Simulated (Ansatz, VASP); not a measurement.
Cr: VASP beside Ansatz

```
Cr
1.0
     2.48007    0.00000    0.00000
    -1.24004    2.14781    0.00000
     0.00000    0.00000    2.25372
Cr
1
Direct
  0.00000 0.00000 0.00000
```

Alike in both runs: functional r2SCAN; k mesh 27 × 27 × 24; occupations gaussian, width 0.1 eV; no spin polarisation.

Ansatz relaxed the structure, and its values are those at the end. VASP's run is a single point on that final structure, the one shown.

```csv
,VASP,Ansatz
version,VASP 6.6.1,Ansatz 0.2.0
potentials or method,"VASP PAW PBE potentials, release 64 (Cr_pv)","scalar-relativistic, plane waves, PAW"
plane-wave cutoff (eV),520,500
valence electrons in the cell,12,14
```

Ansatz gave:

| Property | Result |
| --- | --- |
| gap on the k mesh at the Fermi level (eV) | none |
| pressure (GPa) | 0.0 |

Problem. Estimate VASP's values.

Solution. gap on the k mesh at the Fermi level (eV): none; pressure (GPa): 1.0.

A gap of «none» marks a metal or a gap that the smearing closes. The two sets of potentials don't hold the same shells in valence.

Caveats: the PAW data sets were made with another functional, which shifts forces and pressure a little (VASP); the run has no spin polarisation, though such a crystal can be magnetic. Spin polarisation is off, so any magnetic state and its effect on volume and gap are missing.
